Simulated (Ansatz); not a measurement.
**Ni$_{3}$Ge (Pm-3m), stationary points along a deformation path**

Computed with DFT PBEsol, scalar-relativistic, plane waves, PAW (Ansatz). Settings: plane waves to 420 eV, k-mesh 16×16×16 (Γ-centred), Gaussian smearing 0.15 eV. No spin polarisation. A magnetic state may lie lower. Energies are free energies at this smearing, counted from the undisturbed cell; pressure is positive in compression.

Reference structure (relaxed at this level; it needn't be the usual structure):

```
Ni Ge
1.0
     3.52491    0.00000    0.00000
     0.00000    3.52491    0.00000
     0.00000    0.00000    3.52491
Ni Ge
3 1
Direct
  0.50000 0.00000 0.50000
  0.00000 0.50000 0.50000
  0.50000 0.50000 0.00000
  0.00000 0.00000 0.00000
```

At fixed volume and fractional coordinates, lengths along (0.577, 0.577, 0.577) are scaled against those across it; ρ is that ratio over its starting value. V = 10.949 Å³/atom. Δσ is the stress along the axis less the mean stress across it (compression positive).

| ρ | ΔE (meV/atom) | Δσ (GPa) | space group |
| --- | --- | --- | --- |
| 0.500 | 863.5 | 0.00 | Im-3m |
| 0.600 | 751.6 | 25.93 | R-3m |
| 0.710 | 483.9 | 42.51 | R-3m |
| 0.850 | 138.4 | 35.31 | R-3m |
| 1.000 | 0.0 | 0.00 | Pm-3m |
| 1.410 | 682.6 | -89.24 | R-3m |
| 2.000 | 3034.6 | -233.85 | R-3m |

Task: How does the stress give the slope of the energy, and where is the energy stationary?

Result: Along the path d ln(length) is 2/3 d ln ρ on the axis and −1/3 d ln ρ across it, so dE/d ln ρ = −(2/3) V Δσ: the energy falls with ρ where Δσ is positive. Δσ vanishes or changes sign at ρ = 0.500 (Im-3m, an end of the scan), at 863.5 meV/atom; at ρ = 1.000 (Pm-3m), a minimum at 0.0 meV/atom. Pairs of stationary points between two samples would go unseen, and could change a minimum read from distant neighbours into a maximum. At ρ = 0.500, 1.000 the cell is cubic, where symmetry alone makes the stress isotropic and the slope zero.

In a metal these slopes depend on the k mesh and the smearing.

Cost: 7 runs of about 3.9 core-minutes in all, on Oxide Virtual Turin-like Processor (Zen 5) (shared hosts).